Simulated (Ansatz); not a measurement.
## GdN, one cell by several methods

```
CELL_PARAMETERS angstrom
0.00000 2.66847 2.66847
2.66847 0.00000 2.66847
2.66847 2.66847 0.00000
ATOMIC_POSITIONS crystal
Gd 0.00000 0.00000 0.00000
N 0.25000 0.25000 0.25000
```

Atom numbers follow the list: Gd1, N2.

The cell was built from the zincblende type and relaxed in the same program, and has space group F-43m; it needn't be a known or the stable phase.

Where the f shell is localised, expect the real compound to differ from this run without U.

Other magnetic orders may lie lower; this is the state that the run reached.

Spin–orbit coupling is left out, though it moves levels of the heavy atoms by tenths of an eV or more.

All numbers are computed: DFT, PBE, PAW with Ansatz's default frozen-core files, scalar-relativistic (Ansatz 0.2.0); DFT, PBE, all-electron PAW with datasets made for the crystal, scalar-relativistic (Ansatz 0.2.0); DFT, PBE, all-electron LAPW, scalar-relativistic (Ansatz 0.2.0).

For PAW: a Γ-centred 12×12×12 k mesh, Fermi–Dirac smearing of 0.03 eV, cutoff 420 eV, spin-polarised from start moments Gd1 7 μB. The crystal-made all-electron datasets (AE datasets) take a cutoff of 320 eV at this cell. LAPW targets a basis error of 0.25 meV/atom. The Ansatz runs share mesh, smearing and spin set-up. Plane-wave (PAW) pressures include the program's estimate of the Pulay term.

Stress and pressure are positive in compression.

Levels count from the top of the valence band.

| quantity | PAW | AE datasets | LAPW |
| --- | --- | --- | --- |
| pressure (GPa) | 0.03 | 0.04 | 0.04 |
| band gap (eV) | 1.173 | 1.176 | 1.176 |
| moment of the cell (μB) | 7.000 | 7.000 | 7.000 |
| highest filled spin-up level at U (eV) | -0.296 | -0.296 | -0.296 |
| lowest empty spin-up level at U (eV) | 1.845 | 1.845 | 1.845 |
| highest filled spin-up level at X (eV) | 0.000 | 0.000 | 0.000 |
| lowest empty spin-up level at X (eV) | 1.939 | 1.938 | 1.938 |
| highest filled spin-up level at L (eV) | -1.193 | -1.192 | -1.192 |
| lowest empty spin-up level at L (eV) | 3.952 | 3.953 | 3.953 |

PAW's pressure differs from the LAPW value by about 0.01 GPa or less.
